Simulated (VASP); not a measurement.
# Cu (Fm-3m) in VASP: further runs

One crystal, Cu, is run at these levels: r2SCAN, BLYP+D3(BJ); tasks: band structure.

Everything below comes from runs of VASP 6.6.1. Logs are shortened: lines on timing, memory, paths and dates and some standing lists are left out, and cuts for length are marked.

## 1. The structure

The structure is cubic, space group Fm-3m (No. 225). Conventional cell: a = 3.615 Å, b = 3.615 Å, c = 3.615 Å, α = 90.00°, β = 90.00°, γ = 90.00°. Around Cu (site symmetry m-3m) lie 12 Cu at 2.56 Å.

## 2. Band structure, r2SCAN (volume scaled by 0.88)

Contents of INCAR:

```
  PREC = Accurate
  ENCUT = 550
  EDIFF = 1E-7
  ISMEAR = -1
  SIGMA = 0.1
  LREAL = False
  LASPH = True
  NELM = 100
  ALGO = Normal
  ISIF = 2
  LWAVE = False
  LCHARG = False
  LMAXMIX = 4
  METAGGA = R2SCAN
  LMIXTAU = True
  NBANDS = 30
```

Contents of Cu.cif:

```cif
data_Cu
_cell_length_a 3.46419656
_cell_length_b 3.46419656
_cell_length_c 3.46419656
_cell_angle_alpha 90.00000000
_cell_angle_beta 90.00000000
_cell_angle_gamma 90.00000000
_space_group_name_H-M_alt 'Fm-3m'
_space_group_name_Hall '-F 4 2 3'
_space_group_IT_number 225
loop_
_space_group_symop_operation_xyz
'x,y,z'
'-x,-y,-z'
'-y,x,z'
'y,-x,-z'
'-x,-y,z'
'x,y,-z'
'y,-x,z'
'-y,x,-z'
'x,-y,-z'
'-x,y,z'
'-y,-x,-z'
'y,x,z'
'-x,y,-z'
'x,-y,z'
'y,x,-z'
'-y,-x,z'
'z,x,y'
'-z,-x,-y'
'z,-y,x'
'-z,y,-x'
'z,-x,-y'
'-z,x,y'
'z,y,-x'
'-z,-y,x'
'-z,x,-y'
'z,-x,y'
'-z,-y,-x'
'z,y,x'
'-z,-x,y'
'z,x,-y'
'-z,y,x'
'z,-y,-x'
'y,z,x'
'-y,-z,-x'
'x,z,-y'
'-x,-z,y'
'-y,z,-x'
'y,-z,x'
'-x,z,y'
'x,-z,-y'
'-y,-z,x'
'y,z,-x'
'-x,-z,-y'
'x,z,y'
'y,-z,-x'
'-y,z,x'
'x,-z,y'
'-x,z,-y'
'x,y+1/2,z+1/2'
'-x,-y+1/2,-z+1/2'
'-y,x+1/2,z+1/2'
[... 62 lines left out ...]
'-z+1/2,-x,-y+1/2'
'z+1/2,-y,x+1/2'
'-z+1/2,y,-x+1/2'
'z+1/2,-x,-y+1/2'
'-z+1/2,x,y+1/2'
'z+1/2,y,-x+1/2'
'-z+1/2,-y,x+1/2'
'-z+1/2,x,-y+1/2'
'z+1/2,-x,y+1/2'
'-z+1/2,-y,-x+1/2'
'z+1/2,y,x+1/2'
'-z+1/2,-x,y+1/2'
'z+1/2,x,-y+1/2'
'-z+1/2,y,x+1/2'
'z+1/2,-y,-x+1/2'
'y+1/2,z,x+1/2'
'-y+1/2,-z,-x+1/2'
'x+1/2,z,-y+1/2'
'-x+1/2,-z,y+1/2'
'-y+1/2,z,-x+1/2'
'y+1/2,-z,x+1/2'
'-x+1/2,z,y+1/2'
'x+1/2,-z,-y+1/2'
'-y+1/2,-z,x+1/2'
'y+1/2,z,-x+1/2'
'-x+1/2,-z,-y+1/2'
'x+1/2,z,y+1/2'
'y+1/2,-z,-x+1/2'
'-y+1/2,z,x+1/2'
'x+1/2,-z,y+1/2'
'-x+1/2,z,-y+1/2'
'x+1/2,y+1/2,z'
'-x+1/2,-y+1/2,-z'
'-y+1/2,x+1/2,z'
'y+1/2,-x+1/2,-z'
'-x+1/2,-y+1/2,z'
'x+1/2,y+1/2,-z'
'y+1/2,-x+1/2,z'
'-y+1/2,x+1/2,-z'
'x+1/2,-y+1/2,-z'
'-x+1/2,y+1/2,z'
'-y+1/2,-x+1/2,-z'
'y+1/2,x+1/2,z'
'-x+1/2,y+1/2,-z'
'x+1/2,-y+1/2,z'
'y+1/2,x+1/2,-z'
'-y+1/2,-x+1/2,z'
'z+1/2,x+1/2,y'
'-z+1/2,-x+1/2,-y'
'z+1/2,-y+1/2,x'
'-z+1/2,y+1/2,-x'
'z+1/2,-x+1/2,-y'
'-z+1/2,x+1/2,y'
'z+1/2,y+1/2,-x'
'-z+1/2,-y+1/2,x'
'-z+1/2,x+1/2,-y'
'z+1/2,-x+1/2,y'
'-z+1/2,-y+1/2,-x'
'z+1/2,y+1/2,x'
'-z+1/2,-x+1/2,y'
'z+1/2,x+1/2,-y'
'-z+1/2,y+1/2,x'
'z+1/2,-y+1/2,-x'
'y+1/2,z+1/2,x'
'-y+1/2,-z+1/2,-x'
'x+1/2,z+1/2,-y'
'-x+1/2,-z+1/2,y'
'-y+1/2,z+1/2,-x'
'y+1/2,-z+1/2,x'
'-x+1/2,z+1/2,y'
'x+1/2,-z+1/2,-y'
'-y+1/2,-z+1/2,x'
'y+1/2,z+1/2,-x'
'-x+1/2,-z+1/2,-y'
'x+1/2,z+1/2,y'
'y+1/2,-z+1/2,-x'
'-y+1/2,z+1/2,x'
'x+1/2,-z+1/2,y'
'-x+1/2,z+1/2,-y'
loop_
_atom_site_label
_atom_site_type_symbol
_atom_site_symmetry_multiplicity
_atom_site_Wyckoff_symbol
_atom_site_fract_x
_atom_site_fract_y
_atom_site_fract_z
_atom_site_occupancy
Cu1 Cu 4 a 0.0000000000 0.0000000000 0.0000000000 1
```

Contents of KPOINTS:

```
regular mesh
0
Gamma
  8 8 8
```

Contents of POSCAR:

```
Cu
 1.0000000000000000
     3.4641965600000000    0.0000000000000000    0.0000000000000000
     0.0000000000000000    3.4641965600000000    0.0000000000000000
     0.0000000000000000    0.0000000000000000    3.4641965600000000
 Cu 
   4
Cartesian
  0.0000000000000000  0.0000000000000000  0.0000000000000000
  0.0000000000000000  1.7320982800000000  1.7320982800000000
  1.7320982800000000  0.0000000000000000  1.7320982800000000
  1.7320982800000000  1.7320982800000000  0.0000000000000000
```

Contents of KPOINTS_OPT:

```
path GXMGRX,MR
10
line-mode
reciprocal
 0.0000000000  0.0000000000  0.0000000000  G
 0.0000000000  0.5000000000  0.0000000000  X

 0.0000000000  0.5000000000  0.0000000000  X
 0.5000000000  0.5000000000  0.0000000000  M

 0.5000000000  0.5000000000  0.0000000000  M
 0.0000000000  0.0000000000  0.0000000000  G

 0.0000000000  0.0000000000  0.0000000000  G
 0.5000000000  0.5000000000  0.5000000000  R

 0.5000000000  0.5000000000  0.5000000000  R
 0.0000000000  0.5000000000  0.0000000000  X

 0.5000000000  0.5000000000  0.0000000000  M
 0.5000000000  0.5000000000  0.5000000000  R
```

Potentials or basis: VASP PAW PBE potentials, release 64 (Cu_GW).

Run with:

```sh
$ ase convert -i cif -o vasp Cu.cif POSCAR
$ cat potpaw_PBE.64/Cu_GW/POTCAR > POTCAR
$ mpirun -np 1 vasp_std > vasp.out
```

OUTCAR:

```text
PREC = Accurate
   ENCUT = 550
   EDIFF = 1E-7
   ISMEAR = -1
   LREAL = False
   LASPH = True
   NELM = 100
   ISIF = 2
   METAGGA = R2SCAN

 ion  position               nearest neighbor table
   1  0.000  0.000  0.000-   2 2.45   3 2.45   4 2.45   2 2.45   3 2.45   2 2.45   4 2.45   2 2.45
                             3 2.45   4 2.45   3 2.45   4 2.45
   2  0.000  0.500  0.500-   1 2.45   3 2.45   4 2.45   1 2.45   4 2.45   1 2.45   3 2.45   1 2.45
                             3 2.45   4 2.45   4 2.45   3 2.45
   3  0.500  0.000  0.500-   1 2.45   2 2.45   4 2.45   1 2.45   4 2.45   2 2.45   4 2.45   4 2.45
                             1 2.45   2 2.45   1 2.45   2 2.45
   4  0.500  0.500  0.000-   1 2.45   2 2.45   3 2.45   2 2.45   3 2.45   1 2.45   3 2.45   3 2.45
                             1 2.45   2 2.45   2 2.45   1 2.45

  LATTYP: Found a simple cubic cell.
 ALAT       =     3.4641965600

  Lattice vectors:

 A1 = (   3.4641965600,   0.0000000000,   0.0000000000)
 A2 = (   0.0000000000,   3.4641965600,   0.0000000000)
 A3 = (   0.0000000000,   0.0000000000,   3.4641965600)

Analysis of symmetry for initial positions (statically):
=====================================================================
 Subroutine PRICEL returns following result:

  LATTYP: Found a face centered cubic cell.
 ALAT       =     3.4641965600

  Lattice vectors:

 A1 = (   1.7320982800,  -1.7320982800,   0.0000000000)
 A2 = (   1.7320982800,   0.0000000000,   1.7320982800)
 A3 = (   0.0000000000,  -1.7320982800,   1.7320982800)

   4 primitive cells build up your supercell.

 Routine SETGRP: Setting up the symmetry group for a
 simple cubic supercell.

 Subroutine GETGRP returns: Found 48 space group operations
 (whereof 48 operations were pure point group operations)
 out of a pool of 48 trial point group operations.

The static configuration has the point symmetry O_h .

Analysis of symmetry for dynamics (positions and initial velocities):
=====================================================================
 Subroutine PRICEL returns following result:

  LATTYP: Found a face centered cubic cell.
 ALAT       =     3.4641965600

  Lattice vectors:

 A1 = (   1.7320982800,  -1.7320982800,   0.0000000000)
 A2 = (   1.7320982800,   0.0000000000,   1.7320982800)
 A3 = (   0.0000000000,  -1.7320982800,   1.7320982800)

   4 primitive cells build up your supercell.

 Routine SETGRP: Setting up the symmetry group for a
 simple cubic supercell.

 Subroutine GETGRP returns: Found 48 space group operations
 (whereof 48 operations were pure point group operations)
 out of a pool of 48 trial point group operations.

The dynamic configuration has the point symmetry O_h .

 Subroutine INISYM returns: Found 48 space group operations
 (whereof 48 operations are pure point group operations),
 and found     4 'primitive' translations

----------------------------------------------------------------------------------------

[... 45 lines left out ...]
 Following reciprocal coordinates:
            Coordinates               Weight
  0.000000  0.000000  0.000000      1.000000
  0.125000  0.000000  0.000000      6.000000
  0.250000  0.000000  0.000000      6.000000
  0.375000  0.000000  0.000000      6.000000
  0.500000  0.000000  0.000000      3.000000
  0.125000  0.125000  0.000000     12.000000
[... 27 lines left out ...]
  0.500000  0.500000  0.375000      6.000000
  0.500000  0.500000  0.500000      1.000000
   k-points           NKPTS =     35   k-points in BZ     NKDIM =     35   number of bands    NBANDS=     30
   number of dos      NEDOS =    301   number of ions     NIONS =      4
   total plane-waves  NPLWV =  21952
   dimension x,y,z NGX =    28 NGY =   28 NGZ =   28
   dimension x,y,z NGXF=    56 NGYF=   56 NGZF=   56
   ions per type =               4
   NGX,Y,Z   is equivalent  to a cutoff of  13.44, 13.44, 13.44 a.u.
   NGXF,Y,Z  is equivalent  to a cutoff of  26.87, 26.87, 26.87 a.u.
 SYSTEM =  unknown system
   PREC   = accura    normal or accurate (medium, high low for compatibility)
   ISTART =      0    job   : 0-new  1-cont  2-samecut
   ICHARG =      2    charge: 1-file 2-atom 10-const
   ISPIN  =      1    spin polarized calculation?
   LNONCOLLINEAR =      F non collinear calculations
   LSORBIT =      F    spin-orbit coupling
   LASPH  =      T    aspherical Exc in radial PAW
   ENCUT  =  550.0 eV  40.42 Ry    6.36 a.u.   6.62  6.62  6.62*2*pi/ulx,y,z
   NELM   =    100;   NELMIN=  2; NELMDL= -5     # of ELM steps
   EDIFF  = 0.1E-06   stopping-criterion for ELM
   LREAL  =      F    real-space projection
   EDIFFG = 0.1E-05   stopping-criterion for IOM
   NSW    =      0    number of steps for IOM
   IBRION =     -1    ionic relax: 0-MD 1-quasi-New 2-CG
   NFREE  =      0    steps in history (QN), initial steepest desc. (CG)
   ISIF   =      2    stress and relaxation
   ISYM   =      2    0-nonsym 1-usesym 2-fastsym
   POTIM  = 0.5000    time-step for ionic-motion
   TEBEG  =    0.0;   TEEND  =   0.0 temperature during run
   PSTRESS=    0.0 pullay stress
   NELECT =      44.0000    total number of electrons
   NUPDOWN=      -1.0000    fix difference up-down
   EMIN   =  10.00;   EMAX   =-10.00  energy-range for DOS
   EFERMI =   0.00;   METHOD = LEGACY
   ISMEAR =    -1;   SIGMA  =   0.10  broadening in eV -4-tet -1-fermi 0-gaus
   EFERMI_NEDOS =   21; number of points for ismear=-14 and -15
   IALGO  =     38    algorithm
   IMIX   =      4    mixing-type and parameters
     AMIX     =   0.40;   BMIX     =  1.00
     AMIX_MAG =   1.60;   BMIX_MAG =  1.00
  volume/ion in A,a.u.               =      10.39        70.14
  Fermi-wavevector in a.u.,A,eV,Ry     =   1.668360  3.152744 37.870814  2.783426
  Thomas-Fermi vector in A             =   2.754221
   LORBIT       =      0    0 simple, 1 ext, 2 COOP (PROOUT), +10 PAW based schemes
   METAGGA = R2SCAN    functional components
   LHFCALC =     F    Hartree Fock is set to
   AEXX    =    0.0000 exact exchange contribution
   IVDW    =     0    specifies the selected vdW correction
   LEPSILON=     F    determine dielectric tensor
   LRPA    =     F    only Hartree local field effects (RPA)
 non-spin polarized calculation
  energy-cutoff  :      550.00
  volume of cell :       41.57
 maximum number of plane-waves:      1236
 NGX is ok and might be reduce to    28
   NGX = 13   NGY = 13   NGZ = 13

 number of electron      44.0000070 magnetization

 Free energy of the ion-electron system (eV)
  ---------------------------------------------------
  ext. energy  EPLUGINS =         0.00000000
  ---------------------------------------------------
  free energy    TOTEN  =       -43.23330160 eV

  energy without entropy =      -43.18548877  energy(sigma->0) =      -43.20939518

 E-fermi :   6.5421     XC(G=0): -14.8099

 val. band max:        6.5033051661   @ k =   0.3750   0.3750   0.2500
 cond. band min:       6.5964997487   @ k =   0.3750   0.3750   0.3750
 fundamental gap:      0.0931945826
 Fermi energy:         6.5420565865

 k-point     1 :       0.0000    0.0000    0.0000
  band No.  band energies     occupation
      1      -4.2299      2.00000
      2       0.6335      2.00000
      3       0.6335      2.00000
      4       0.6335      2.00000
      5       1.2173      2.00000
      6       1.2173      2.00000
[... 1144 lines left out ...]
     29      29.4320      0.00000
     30      29.4320      0.00000

------------------------ aborting loop because EDIFF is reached ----------------------------------------

  FORCE on cell =-STRESS in cart. coord.  units (eV):
  Direction    XX          YY          ZZ          XY          YZ          ZX
  --------------------------------------------------------------------------------------
  -------------------------------------------------------------------------------------
  Total        4.6284304      4.6284304      4.6284304      0.0000000     -0.0000000     -0.0000000
  in kB      178.3761322    178.3761322    178.3761322      0.0000000     -0.0000000     -0.0000000
  external PRESSURE =     178.3761322 kB  Pullay stress =       0.0000000 kB

 VOLUME and BASIS-vectors are now :
 -----------------------------------------------------------------------------
  energy-cutoff  :      550.00
  volume of cell :       41.57
      direct lattice vectors                 reciprocal lattice vectors
     3.464196560  0.000000000  0.000000000     0.288667223  0.000000000  0.000000000
     0.000000000  3.464196560  0.000000000     0.000000000  0.288667223  0.000000000
     0.000000000  0.000000000  3.464196560     0.000000000  0.000000000  0.288667223

 POSITION                                       TOTAL-FORCE (eV/Angst)
 -----------------------------------------------------------------------------------
      0.00000      0.00000      0.00000        -0.000000      0.000000      0.000000
      0.00000      1.73210      1.73210         0.000000     -0.000000     -0.000000
      1.73210      0.00000      1.73210        -0.000000     -0.000000      0.000000
      1.73210      1.73210      0.00000         0.000000     -0.000000     -0.000000
 -----------------------------------------------------------------------------------
    total drift:                                0.000000      0.000000      0.000000

  FREE ENERGIE OF THE ION-ELECTRON SYSTEM (eV)
  ---------------------------------------------------
  free  energy   TOTEN  =       -43.2333015984 eV

  energy  without entropy=      -43.1854887654  energy(sigma->0) =      -43.20939518
```

It took 3.2 min on 1 thread of Intel Xeon 6975P-C (Granite Rapids), shared host; peak memory 0.2 GiB.

Results:

```
Free energy             : -43.2333 eV
Pressure                : 17.8 GPa
Band gap along the path : none (metal or under the smearing width)
```

Levels at the corners of the path, in eV from the Fermi level:
```
point  band 18  band 19  band 20  band 21  band 22  band 23  band 24  band 25  band 26  band 27
    Γ    -1.64    -1.64    -1.64    -1.64     1.45     1.45     1.45     8.34     8.34     8.34
    X    -2.60    -2.21    -2.21    -1.64    -1.64     6.97     6.97     6.97     6.97     9.20
    X    -2.60    -2.21    -2.21    -1.64    -1.64     6.97     6.97     6.97     6.97     9.20
    M    -2.53    -2.53    -2.53    -0.25    -0.25    -0.25    -0.25    10.93    10.93    10.93
    M    -2.53    -2.53    -2.53    -0.25    -0.25    -0.25    -0.25    10.93    10.93    10.93
    Γ    -1.64    -1.64    -1.64    -1.64     1.45     1.45     1.45     8.34     8.34     8.34
    Γ    -1.64    -1.64    -1.64    -1.64     1.45     1.45     1.45     8.34     8.34     8.34
    R    -1.83    -1.83    -1.83    -1.49    -1.49    -1.49    -1.49     4.66     4.66     4.66
    R    -1.83    -1.83    -1.83    -1.49    -1.49    -1.49    -1.49     4.66     4.66     4.66
    X    -2.60    -2.21    -2.21    -1.64    -1.64     6.97     6.97     6.97     6.97     9.20
    M    -2.53    -2.53    -2.53    -0.25    -0.25    -0.25    -0.25    10.93    10.93    10.93
    R    -1.83    -1.83    -1.83    -1.49    -1.49    -1.49    -1.49     4.66     4.66     4.66
```

Caveat: the PAW data sets were made with another functional, which shifts forces and pressure a little.

(Continued in part 2 of 2.)
